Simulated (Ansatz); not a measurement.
# SiC (F-43m): how the settings move a single-point run

Aim: see which settings change the result for SiC (F-43m), by how much, and at what cost.

The COD entry's cell or inner coordinates are ideal or old and differ from later refinements, so a difference from it is no clean test against experiment.

Method: reference: DFT PBE, scalar-relativistic, plane waves, PAW, unless a step's input says otherwise, in Ansatz 0.2.0.

2 further runs of the same task are left out: 1 that didn't finish, 1 set aside as unsound or not needed. Runs told in other sessions of the task aren't counted.

## 1. The starting structure

The structure is cubic, space group F-43m (No. 216). Conventional cell: a = 4.380 Å, b = 4.380 Å, c = 4.380 Å, α = 90.00°, β = 90.00°, γ = 90.00°. Si (site symmetry -43m) is surrounded by 4 C at 1.90 Å. C (site symmetry -43m) is surrounded by 4 Si at 1.90 Å.

Structure file:

```xyz
2
Lattice="0.0000 2.1899 2.1899 2.1899 0.0000 2.1899 2.1899 2.1899 0.0000" Properties=species:S:1:pos:R:3 pbc="T T T"
Si    0.0000    0.0000    0.0000
C     3.2848    3.2848    3.2848
```

## 2. The reference run

input.yaml reads:

```yaml
crystal:
  lattice:
    - [0.0, 2.189850688, 2.189850688]
    - [2.189850688, 0.0, 2.189850688]
    - [2.189850688, 2.189850688, 0.0]
  atoms:
    - { symbol: Si, position: [0.0, 0.0, 0.0] }
    - { symbol: C, position: [0.75, 0.75, 0.75] }
basis:
  ecutwfc: 420
  ecutrho_ratio: 4
kpoints:
  mp_grid: { grid: [14, 14, 14] }
hamiltonian:
  xc: pbe
scf:
  occupations: { method: gaussian, width: 0.05 }
output:
  forces: true
  stress: true
  eigenvalues: true
```

Started as:

```sh
> ansatz run input.yaml --threads 4 --pin off --max-ram 7168MiB --backend cpu --events-out ev --progress --plain --runs-dir out
```

## 3. Changed: xc_grid 4, xc lda, dispersion d3bj

Edit input.yaml of step 2 so:

```diff
@@ -11,2 +11,3 @@
   ecutrho_ratio: 4
+  xc_grid: 4
 kpoints:
@@ -14,3 +15,4 @@
 hamiltonian:
-  xc: pbe
+  xc: lda
+  dispersion: d3bj
 scf:
@@ -20,2 +22 @@
   stress: true
-  eigenvalues: true
```

## 4. Changed: scf.algorithm direct_min, accuracy medium

Edit input.yaml of step 2 so:

```diff
@@ -17,2 +17,3 @@
   occupations: { method: gaussian, width: 0.05 }
+  algorithm: direct_min
 output:
@@ -20,2 +21,2 @@
   stress: true
-  eigenvalues: true
+accuracy: medium
```

## 5. Variant: mp_grid.grid [5, 5, 5], chi_scale 0.0

Edit input.yaml of step 2 so:

```diff
@@ -12,3 +12,3 @@
 kpoints:
-  mp_grid: { grid: [14, 14, 14] }
+  mp_grid: { grid: [5, 5, 5] }
 hamiltonian:
@@ -17,2 +17,3 @@
   occupations: { method: gaussian, width: 0.05 }
+  initial_density: { chi_scale: 0.0 }
 output:
@@ -20,2 +21,5 @@
   stress: true
-  eigenvalues: true
+  write_density: true
+  write_potential: true
+  elf: true
+  volumetric_format: npy
```

## 6. Changed: xc pbesol

Edit input.yaml of step 2 so:

```diff
@@ -14,3 +14,3 @@
 hamiltonian:
-  xc: pbe
+  xc: pbesol
 scf:
@@ -20,2 +20 @@
   stress: true
-  eigenvalues: true
```

## 7. Variant: occupations.method methfessel_paxton, occupations.width 0.005, mixing.algorithm anderson, mixing.beta 0.3, mixing.ndim 4

Edit input.yaml of step 2 so:

```diff
@@ -16,3 +16,4 @@
 scf:
-  occupations: { method: gaussian, width: 0.05 }
+  occupations: { method: methfessel_paxton, width: 0.005 }
+  mixing: { algorithm: anderson, beta: 0.3, ndim: 4 }
 output:
@@ -20,2 +21 @@
   stress: true
-  eigenvalues: true
```

What does the calculation give? Wanted: for each run, ending; energy change; pressure; gap; force.

The runs gave:

```tsv
run	ending	energy change	pressure (GPa)	gap (eV)	force (eV/Å)	cycles	time
reference	converged	0	0.0	1.37	0.00	6	0.59 s
1: xc_grid 4, xc lda, dispersion d3bj	converged	not comparable	-12.0	1.33	0.00	6	0.61 s
2: scf.algorithm direct_min, accuracy medium	converged	0.0 meV/atom	0.0	1.37	0.00	4	0.9 s
3: mp_grid.grid [5, 5, 5], chi_scale 0.0	converged	+17.4 meV/atom	0.1	1.82	0.00	7	0.25 s
4: xc pbesol	converged	not comparable	-3.4	1.26	0.00	6	0.61 s
5: occupations.method methfessel_paxton, occupations.width 0.005, mixing.algorithm anderson, mixing.beta 0.3, mixing.ndim 4	converged	0.0 meV/atom (σ→0)	0.0	1.37	0.00	6	0.59 s
```

Times don't compare one to one where runs were asked for different outputs or read a saved state (see the inputs); cycles may leave out searches for a lower state.

Residual by cycle in the longest SCF loop of each run; runs are numbered as in the table. The quantity is the density residual dr2, in eV.

```tsv
cycle	reference	run 1	run 2	run 3	run 4	run 5
1	0.00128	0.0135	0.00109	5.84	0.0179	0.00128
2	1.1e-4	0.00142	1.3e-4	0.368	0.00113	8.7e-5
3	7.4e-6	1.9e-4	2.7e-7	0.0449	7.7e-5	1.5e-5
4	2.9e-7	4.4e-6	1.6e-10	2.3e-4	9.8e-7	2.6e-6
5	1.2e-9	5.8e-9	-	6.2e-6	1.7e-8	2.2e-7
6	4.0e-11	2.3e-10	-	8.0e-7	6.7e-10	7.5e-9
7	-	-	-	2.5e-8	-	-
```

The table holds what each change does; none stands out.

The gaps are Kohn-Sham values of a semilocal functional, not quasiparticle or optical gaps. Such gaps usually fall short of the measured ones.
